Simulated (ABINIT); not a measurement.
Sb:

```
CELL_PARAMETERS angstrom
-1.87134 1.87134 1.87134
1.87134 -1.87134 1.87134
1.87134 1.87134 -1.87134
ATOMIC_POSITIONS crystal
Sb 0.00000 0.00000 0.00000
```

This isn't the form of Sb at room conditions, which is rhombohedral.

- Program: ABINIT 10.8.3 (patched build)
- Task: single point
- Functional: PBE
- Potentials or basis: JTH PAW PBE v2.0
- Cutoff: 435 eV
- k mesh: 10 × 10 × 10
- Occupations: fermi-dirac, width 0.05 eV
- Spin: no spin polarisation

On this cell: pressure 3.0 GPa; band gap on the k mesh none (metal or under the smearing width).

The same run follows on a disturbed copy (cell strained at random at fixed volume):

```
Sb
1.0
    -1.91168    1.89860    1.91097
     1.86645   -1.92422    1.89137
     1.82583    1.83838   -1.93660
Sb
1
Direct
  0.00668 0.00212 0.01774
```

Problem. What does the disturbed cell give?

Solution. The energy (extrapolated to zero smearing) moves by +2.7 meV/atom; pressure 2.9 GPa; band gap on the k mesh none (metal or under the smearing width).

Stress tensor (GPa, compression positive):
```
2.62 1.07 0.70
1.07 2.90 0.89
0.70 0.89 3.08
```
